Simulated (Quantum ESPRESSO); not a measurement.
**Moving the dispersion correction in W**

The cell as given:

Symmetry: Fm-3m, No. 225, cubic system. Conventional cell: a = 4.060 Å, b = 4.060 Å, c = 4.060 Å, α = 90.00°, β = 90.00°, γ = 90.00°. W (site symmetry m-3m) is surrounded by 12 W at 2.87 Å.

This isn't the form of W at room conditions, which is bcc.

Kept alike: task relaxation of cell and atoms; functional PBEsol; k mesh 11 × 11 × 11; occupations fermi-dirac, width 0.05 eV; no spin polarisation. Program: Quantum ESPRESSO, GBRV 1.5 PBEsol, cutoff 762 eV. The mesh is that of the run's cell of 1 atom. No spin-orbit coupling.

| dispersion correction | volume (Å³/atom) |
| --- | --- |
| D3(zero) | 15.758 |
| D3(BJ) | 15.712 |
| none | 16.012 |
| rVV10 | 15.771 |

The relaxations keep at least the cell's symmetry (Fm-3m). For a metal such a mesh leaves the last digits unconverged. Relaxations stop with a little pressure left, so the last digits of a volume or edge aren't settled.

Q: What does the dispersion correction change here?

A: The volume runs from 15.712 (D3(BJ)) to 16.012 Å³/atom (none). Against no correction: D3(zero) -1.6 %; D3(BJ) -1.9 %; rVV10 -1.5 %. Dispersion terms mostly attract and so lower the volume; the schemes' coefficients and damping set how far.
